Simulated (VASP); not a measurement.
# Nb5C6 in VASP: notebook, part 2 of 2

VASP 6.6.1. Earlier steps stand in the parts before.

### 3 Single point, PBE

This run uses another cell than the first one, of 17.30 Å³/atom, 0.919 times its volume.

The input, INCAR:

```
SYSTEM = Nb5C6
ALGO = Normal
DIPOL = 0.5 0.5 0.500
EDIFF = 1E-7
ENCUT = 460
GGA = PE
IDIPOL = 3
ISIF = 2
ISMEAR = 1
LASPH = .True.
LCHARG = .False.
LDIPOL = .True.
LREAL = .False.
LVACPOTAV = .True.
LVHAR = .True.
LWAVE = .False.
NBANDS = 64
NELM = 120
PREC = Accurate
SIGMA = 0.1
```

The input, KPOINTS:

```
k-points
0
Gamma
  12 12 1
  0 0 0
```

The input, POSCAR:

```
Nb5C6
1.0
    3.1112698372      0.0000000000      0.0000000000
   -1.5556349186      2.6944387171      0.0000000000
    0.0000000000      0.0000000000     22.7017059222
C Nb
6 5
Direct
    0.3333333333      0.6666666667      0.2202477654
    0.0000000000      0.0000000000      0.3321486592
    0.6666666667      0.3333333333      0.4440495531
    0.3333333333      0.6666666667      0.5559504469
    0.0000000000      0.0000000000      0.6678513408
    0.6666666667      0.3333333333      0.7797522346
    0.6666666667      0.3333333333      0.2761982123
    0.3333333333      0.6666666667      0.3880991062
    0.0000000000      0.0000000000      0.5000000000
    0.6666666667      0.3333333333      0.6119008938
    0.3333333333      0.6666666667      0.7238017877
```

Potentials or basis: VASP PAW PBE potentials, release 64 (C, Nb_sv).

Started as:

```
> cat potpaw_PBE.64/C/POTCAR potpaw_PBE.64/Nb_sv/POTCAR > POTCAR
> mpirun -np 1 vasp_std > vasp.out
```

OUTCAR:

```text
SYSTEM = Nb5C6
   EDIFF = 1E-7
   ENCUT = 460
   GGA = PE
   ISIF = 2
   ISMEAR = 1
   LASPH = .True.
   LREAL = .False.
   NELM = 120
   PREC = Accurate

 Found     19 irreducible k-points:

 Following reciprocal coordinates:
            Coordinates               Weight
  0.000000  0.000000  0.000000      1.000000
  0.083333  0.000000  0.000000      6.000000
  0.166667  0.000000  0.000000      6.000000
  0.250000  0.000000  0.000000      6.000000
  0.333333  0.000000  0.000000      6.000000
  0.416667  0.000000  0.000000      6.000000
[... 446 lines left out ...]

 VOLUME and BASIS-vectors are now :
 -----------------------------------------------------------------------------
  energy-cutoff  :      460.00
  volume of cell :      190.31
      direct lattice vectors                 reciprocal lattice vectors
     3.111269837  0.000000000  0.000000000     0.321412173  0.185567405  0.000000000
    -1.555634919  2.694438717  0.000000000     0.000000000  0.371134810  0.000000000
     0.000000000  0.000000000 22.701705922     0.000000000  0.000000000  0.044049553

 POSITION                                       TOTAL-FORCE (eV/Angst)
 -----------------------------------------------------------------------------------
     -0.00000      1.79629      5.00000        -0.000000     -0.000000      2.166350
      0.00000      0.00000      7.54034        -0.000000      0.000000      0.333720
      1.55563      0.89815     10.08068         0.000000     -0.000000     -0.033640
     -0.00000      1.79629     12.62102        -0.000000      0.000000      0.033640
      0.00000      0.00000     15.16136        -0.000000     -0.000000     -0.333720
      1.55563      0.89815     17.70171         0.000000      0.000000     -2.166350
      1.55563      0.89815      6.27017        -0.000000      0.000000     -3.415470
     -0.00000      1.79629      8.81051        -0.000000      0.000000     -0.119876
      0.00000      0.00000     11.35085        -0.000000      0.000000      0.000000
      1.55563      0.89815     13.89119         0.000000     -0.000000      0.119876
     -0.00000      1.79629     16.43154         0.000000     -0.000000      3.415470
 -----------------------------------------------------------------------------------
    total drift:                               -0.000000     -0.000000      0.000000

  FREE ENERGIE OF THE ION-ELECTRON SYSTEM (eV)
  ---------------------------------------------------
  free  energy   TOTEN  =      -105.0357528777 eV

  energy  without entropy=     -105.0341847424  energy(sigma->0) =     -105.03523017

 vacuum level on the upper side and lower side of the slab        11.380        11.380
```

OSZICAR:

```text
N       E                     dE             d eps       ncg     rms          rms(c)
DAV:   1     0.931274268418E+03    0.93127E+03   -0.45346E+04  2624   0.125E+03
DAV:   2    -0.367341223685E+02   -0.96801E+03   -0.93589E+03  3064   0.514E+02
DAV:   3    -0.115608142454E+03   -0.78874E+02   -0.77309E+02  3856   0.112E+02
[... 18 lines left out ...]
DAV:  22    -0.105035746271E+03   -0.45605E-05   -0.29734E-07  2720   0.214E-03    0.905E-04
DAV:  23    -0.105035751789E+03   -0.55185E-05   -0.17364E-07  2128   0.147E-03    0.411E-04
DAV:  24    -0.105035752569E+03   -0.77965E-06   -0.27816E-08  2096   0.928E-04    0.214E-04
DAV:  25    -0.105035752795E+03   -0.22648E-06   -0.11161E-08  1800   0.567E-04    0.107E-04
DAV:  26    -0.105035752878E+03   -0.82347E-07   -0.90921E-09  1888   0.460E-04
   1 F= -.10503575E+03 E0= -.10503523E+03  d E =-.156814E-02
```

stdout:

```text
POSCAR found type information on POSCAR C Nb
 POSCAR found :  2 types and      11 ions
 scaLAPACK will be used
 LDA part: xc-table for (Slater+PW92), standard interpolation
 POSCAR, INCAR and KPOINTS ok, starting setup
 FFT: planning ... GRIDC
 FFT: planning ... GRID_SOFT
 FFT: planning ... GRID
 WAVECAR not read
 entering main loop
 -----------------------------------------------------------------------------
|                                                                             |
|           W    W    AA    RRRRR   N    N  II  N    N   GGGG   !!!           |
|           W    W   A  A   R    R  NN   N  II  NN   N  G    G  !!!           |
|           W    W  A    A  R    R  N N  N  II  N N  N  G       !!!           |
|           W WW W  AAAAAA  RRRRR   N  N N  II  N  N N  G  GGG   !            |
|           WW  WW  A    A  R   R   N   NN  II  N   NN  G    G                |
|           W    W  A    A  R    R  N    N  II  N    N   GGGG   !!!           |
|                                                                             |
|     Did not find any points to average over, which means that no vacuum     |
|     field-free region was found. Please increase the size of  your cell     |
|     in the dimension of the dipole correction to obtain accurate            |
|     workfunction values.                                                    |
|                                                                             |
 -----------------------------------------------------------------------------
```

It took 4.6 min on 1 thread of Intel Xeon Platinum 8488C (Sapphire Rapids), shared host; peak memory 0.35 GiB.

These settings aren't checked as converged: the numbers below hold their error.

Results:

| Quantity | Value |
| --- | --- |
| Free energy | -105.0358 eV |
| Largest force | 3.415 eV/Å |
| Band gap on the k mesh | none (metal or under the smearing width) |
| Work function of the upper face | 6.49 eV |
| Work function of the lower face | 6.49 eV |

Caveat: the cutoff is under 1.25 times the usual one of these potentials, so pressure, stress and relaxed cells hold a basis-set (Pulay) error.

### 4 Single point, PBE

INCAR is that of step 3.

KPOINTS is that of step 3.

The input, POSCAR:

```
Nb5C6
1.0
    3.1112698372      0.0000000000      0.0000000000
   -1.5556349186      2.6944387171      0.0000000000
    0.0000000000      0.0000000000     24.7017059222
C Nb
6 5
Direct
    0.3333333333      0.6666666667      0.2428982038
    0.0000000000      0.0000000000      0.3457389223
    0.6666666667      0.3333333333      0.4485796408
    0.3333333333      0.6666666667      0.5514203592
    0.0000000000      0.0000000000      0.6542610777
    0.6666666667      0.3333333333      0.7571017962
    0.6666666667      0.3333333333      0.2943185631
    0.3333333333      0.6666666667      0.3971592815
    0.0000000000      0.0000000000      0.5000000000
    0.6666666667      0.3333333333      0.6028407185
    0.3333333333      0.6666666667      0.7056814369
```

Potentials or basis: VASP PAW PBE potentials, release 64 (C, Nb_sv).

Started as:

```
> cat potpaw_PBE.64/C/POTCAR potpaw_PBE.64/Nb_sv/POTCAR > POTCAR
> mpirun -np 1 vasp_std > vasp.out
```

OUTCAR:

```text
SYSTEM = Nb5C6
   EDIFF = 1E-7
   ENCUT = 460
   GGA = PE
   ISIF = 2
   ISMEAR = 1
   LASPH = .True.
   LREAL = .False.
   NELM = 120
   PREC = Accurate

 Found     19 irreducible k-points:

 Following reciprocal coordinates:
            Coordinates               Weight
  0.000000  0.000000  0.000000      1.000000
  0.083333 -0.000000  0.000000      6.000000
  0.166667 -0.000000  0.000000      6.000000
  0.250000 -0.000000  0.000000      6.000000
  0.333333 -0.000000  0.000000      6.000000
  0.416667 -0.000000  0.000000      6.000000
[... 446 lines left out ...]

 VOLUME and BASIS-vectors are now :
 -----------------------------------------------------------------------------
  energy-cutoff  :      460.00
  volume of cell :      207.08
      direct lattice vectors                 reciprocal lattice vectors
     3.111269837  0.000000000  0.000000000     0.321412173  0.185567405  0.000000000
    -1.555634919  2.694438717  0.000000000     0.000000000  0.371134810  0.000000000
     0.000000000  0.000000000 24.701705922     0.000000000  0.000000000  0.040483034

 POSITION                                       TOTAL-FORCE (eV/Angst)
 -----------------------------------------------------------------------------------
     -0.00000      1.79629      6.00000         0.000000     -0.000000      2.166360
      0.00000      0.00000      8.54034         0.000000     -0.000000      0.333580
      1.55563      0.89815     11.08068        -0.000000     -0.000000     -0.033709
     -0.00000      1.79629     13.62102         0.000000      0.000000      0.033709
      0.00000      0.00000     16.16136         0.000000      0.000000     -0.333580
      1.55563      0.89815     18.70171         0.000000      0.000000     -2.166360
      1.55563      0.89815      7.27017        -0.000000      0.000000     -3.415280
     -0.00000      1.79629      9.81051        -0.000000     -0.000000     -0.119735
      0.00000      0.00000     12.35085         0.000000      0.000000      0.000000
      1.55563      0.89815     14.89119         0.000000      0.000000      0.119735
     -0.00000      1.79629     17.43154         0.000000     -0.000000      3.415280
 -----------------------------------------------------------------------------------
    total drift:                                0.000000     -0.000000      0.000000

  FREE ENERGIE OF THE ION-ELECTRON SYSTEM (eV)
  ---------------------------------------------------
  free  energy   TOTEN  =      -105.0370393052 eV

  energy  without entropy=     -105.0354739168  energy(sigma->0) =     -105.03651751

 vacuum level on the upper side and lower side of the slab        10.459        10.459
```

Wall time 5.4 min (1 thread of Intel Xeon Platinum 8488C (Sapphire Rapids), shared host); peak memory 0.39 GiB.

These settings aren't checked as converged: the numbers below hold their error.

What came out:

```
Free energy                     : -105.0370 eV
Largest force                   : 3.415 eV/Å
Band gap on the k mesh          : none (metal or under the smearing width)
Work function of the upper face : 6.49 eV
Work function of the lower face : 6.49 eV
```

Caveat: the cutoff is under 1.25 times the usual one of these potentials, so pressure, stress and relaxed cells hold a basis-set (Pulay) error.

### 5 Single point, PBE

This run uses another cell than the first one, of 23.40 Å³/atom, 1.243 times its volume.

INCAR is that of step 4.

KPOINTS is that of step 4.

The input, POSCAR:

```
Nb5C6
1.0
    3.1112698372      0.0000000000      0.0000000000
   -1.5556349186      2.6944387171      0.0000000000
    0.0000000000      0.0000000000     30.7017059222
C Nb
6 5
Direct
    0.3333333333      0.6666666667      0.2931433199
    0.0000000000      0.0000000000      0.3758859919
    0.6666666667      0.3333333333      0.4586286640
    0.3333333333      0.6666666667      0.5413713360
    0.0000000000      0.0000000000      0.6241140081
    0.6666666667      0.3333333333      0.7068566801
    0.6666666667      0.3333333333      0.3345146559
    0.3333333333      0.6666666667      0.4172573280
    0.0000000000      0.0000000000      0.5000000000
    0.6666666667      0.3333333333      0.5827426720
    0.3333333333      0.6666666667      0.6654853441
```

Started as:

```
> cat potpaw_PBE.64/C/POTCAR potpaw_PBE.64/Nb_sv/POTCAR > POTCAR
> mpirun -np 1 vasp_std > vasp.out
```

Wall time 7.4 min (1 thread of Intel Xeon Platinum 8488C (Sapphire Rapids), shared host); peak memory 0.45 GiB.

These settings aren't checked as converged: the numbers below hold their error.

What came out:

```
Free energy                     : -105.0402 eV
Largest force                   : 3.415 eV/Å
Band gap on the k mesh          : none (metal or under the smearing width)
Work function of the upper face : 6.49 eV
Work function of the lower face : 6.49 eV
```

Caveat: the cutoff is under 1.25 times the usual one of these potentials, so pressure, stress and relaxed cells hold a basis-set (Pulay) error.
